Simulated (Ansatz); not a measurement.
CsPbI3 (cubic perovskite, space group No. 221), a = b = c = 6.2383 Å, α = β = γ = 90.00°.

Relaxed with PBEsol.

**Question.** Which orbitals make up the states near the band edges in plane-wave PAW PBEsol (Ansatz code)?

**Answer.** Top 1 eV of the valence band: I 5p 73 %, Pb 6s 17 %, Pb 6p 7 %. Bottom 1 eV of the conduction band: Pb 6p 74 %, I 5p 12 %, I 5s 6 %, outside the projected shells 6 %. Projections are on Löwdin-orthogonalised atomic valence shells; empty p or d shells of many metals are not among them.

**Question.** Tabulate the density of states.

**Answer.** States/eV per cell of 5 atoms, in 0.25 eV bins, energy from the valence-band maximum.

```csv
E (eV),total,I 5p,Pb 6p,Cs 6s
-7.89,1.98,0.32,0.02,0.00
-7.64,1.45,0.19,0.02,0.00
-7.39,0.57,0.05,0.01,0.00
-7.14,0.16,0.01,0.00,0.00
-6.89,0.00,0.00,0.00,0.00
-6.64,0.00,0.00,0.00,0.00
-6.39,0.00,0.00,0.00,0.00
-6.14,0.00,0.00,0.00,0.00
-5.89,0.00,0.00,0.00,0.00
-5.64,0.00,0.00,0.00,0.00
-5.39,0.00,0.00,0.00,0.00
-5.14,0.00,0.00,0.00,0.00
-4.89,0.00,0.00,0.00,0.00
-4.64,0.00,0.00,0.00,0.00
-4.39,0.00,0.00,0.00,0.00
-4.14,0.00,0.00,0.00,0.00
-3.89,1.93,1.28,0.63,0.00
-3.64,4.67,3.11,1.46,0.00
-3.39,2.63,1.77,0.76,0.00
-3.14,2.07,1.44,0.52,0.01
-2.89,2.57,1.87,0.53,0.04
-2.64,6.54,5.25,0.66,0.37
-2.39,4.24,3.79,0.16,0.18
-2.14,5.41,5.10,0.17,0.02
-1.89,8.95,8.63,0.14,0.02
-1.64,11.16,10.65,0.21,0.06
-1.39,11.59,11.17,0.14,0.06
-1.14,7.53,7.00,0.12,0.03
-0.89,1.73,1.32,0.10,0.01
-0.64,0.86,0.60,0.07,0.00
-0.39,0.12,0.07,0.02,0.00
-0.14,0.00,0.00,0.00,0.00
0.11,0.00,0.00,0.00,0.00
0.36,0.00,0.00,0.00,0.00
0.61,0.00,0.00,0.00,0.00
0.86,0.00,0.00,0.00,0.00
1.11,0.00,0.00,0.00,0.00
1.36,0.05,0.00,0.04,0.00
1.61,0.97,0.10,0.74,0.00
1.86,2.33,0.28,1.71,0.01
2.11,2.13,0.27,1.56,0.04
2.36,1.25,0.20,0.88,0.01
2.61,1.25,0.23,0.85,0.01
2.86,1.53,0.32,0.97,0.04
3.11,2.33,0.47,1.24,0.32
3.36,2.23,0.44,1.07,0.39
3.61,1.64,0.26,0.49,0.53
3.86,2.25,0.23,0.37,0.76
4.11,4.21,0.43,0.60,1.35
4.36,7.41,0.80,1.33,1.34
4.61,7.04,0.75,1.32,0.51
4.86,9.76,0.51,0.93,0.11
5.11,8.15,0.36,0.63,0.13
5.36,5.96,0.32,0.59,0.06
```

Space group Pm-3m (cubic perovskite). This is a known high-temperature phase of the composition, computed here at zero pressure and temperature. The cell was relaxed with PBEsol under the symmetry of its start; of distortions, only those at the zone centre were tested, and some modes there are weakly imaginary. Spin–orbit coupling is left out wherever it is not named.

Potentials: the later of the program's two PAW sets.
